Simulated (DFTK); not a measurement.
Nb in DFTK: convergence with smearing width

The system is Nb.

```
Nb
1.0
     0.00000    2.11500    2.11500
     2.11500    0.00000    2.11500
     2.11500    2.11500    0.00000
Nb
1
Direct
  0.00000 0.00000 0.00000
```

This isn't the form of Nb at room conditions, which is bcc.

| Item | Value |
| --- | --- |
| Program | DFTK 0.8.2 |
| Task | convergence study |
| Functional | PBEsol |
| Potentials or basis | SG15 1.2 (PBE) |
| Cutoff | 1225 eV |
| k mesh | 7 × 7 × 7 |
| Occupations | fermi-dirac, width 0.5 eV |
| Spin | no spin polarisation |

These are the settings of the first run; the series varies smearing width, with any setting tied to it.

Hardware: 1 thread of Intel(R) Xeon(R) Platinum 8259CL CPU @ 2.50GHz (Skylake/Cascade Lake), on a shared host.

The values tried are 0.5 eV, 0.3 eV, 0.2 eV, 0.1 eV, 0.05 eV, 0.025 eV, 0.01 eV, loosest first. From which on does the pressure stay within 0.1 GPa of the tightest run that finished?

From 0.025 eV on.

| smearing width | energy less the tightest run, at zero smearing (meV/atom) | pressure (GPa) | SCF cycles |
| --- | --- | --- | --- |
| 0.5 eV | -9.07 | -2.07 | 9 |
| 0.3 eV | 12.00 | -5.08 | 8 |
| 0.2 eV | 8.40 | -6.28 | 9 |
| 0.1 eV | -0.51 | -7.08 | 9 |
| 0.05 eV | -1.40 | -7.23 | 9 |
| 0.025 eV | -0.51 | -7.38 | 9 |
| 0.01 eV | 0.00 | -7.46 | 10 |

Against the tightest run, the energy stays within 1 meV/atom from 0.025 eV on. Narrower smearing needs a denser k mesh, so at a fixed mesh the narrowest width isn't the most accurate. The tightest run that finished is the yardstick and may itself not be fully converged.

Caveat, for the tightest run too: the k mesh is coarse (spacing up to 0.37 Å⁻¹), so the values aren't converged; the potentials were made for another functional, which shifts forces and pressure.
